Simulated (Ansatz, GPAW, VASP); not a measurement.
**ZnS: programs and potentials compared**

```
CELL_PARAMETERS angstrom
0.00000 2.70200 2.70200
2.70200 0.00000 2.70200
2.70200 2.70200 0.00000
ATOMIC_POSITIONS crystal
Zn 0.75000 0.75000 0.75000
S 0.00000 0.00000 0.00000
```

Alike in all runs: task single point; functional PBE; k mesh 9 × 9 × 9; occupations gaussian, width 0.011 eV; no spin polarisation; no spin-orbit coupling. Pressure is positive in compression and, in plane waves, holds the error of the finite cutoff.

```
                        program and potentials  plane-wave cutoff (eV)  notes  pressure (GPa)
Ansatz, all-electron LAPW, scalar-relativistic                       -      -            1.61
    GPAW, GPAW PAW data sets (gpaw-data 1.2.1)                     600      -            1.62
             VASP, PBE PAW files S, Zn, 520 eV                     520      -            1.76
```

The pressure spans 1.61 (Ansatz, all-electron LAPW, scalar-relativistic) to 1.76 GPa (VASP, PBE PAW files S, Zn, 520 eV), with all-electron results at 1.61.

Differences between rows come from potentials, basis sets and numerical settings, since the functional is the same but for its coding. Runs on potential files found faulty are left out.

All three calculations find zincblende ZnS under compression at this volume, so PBE would relax the cell outwards. The cell lies close to the measured one, and the sign fits the functional's familiar tendency to overestimate the lattice constants of semiconductors. Its gradient correction favours the more inhomogeneous density of stretched bonds, which softens the repulsion-attraction balance of the polar covalent Zn–S bond and shifts the energy minimum to a larger volume.

The residual pressure therefore belongs mainly to the functional, not to the treatment of the core. GPAW, at 1.62 GPa, practically reproduces the all-electron 1.61 GPa, while VASP lies somewhat higher at 1.76 GPa, possibly because of how its potentials describe the Zn 3d shell and its overlap with the S 3p states. That offset is small beside the pressure itself and leaves the direction of relaxation unchanged. Agreement at a single volume does not, however, establish equal bulk moduli, which depend on how the pressure changes with volume.
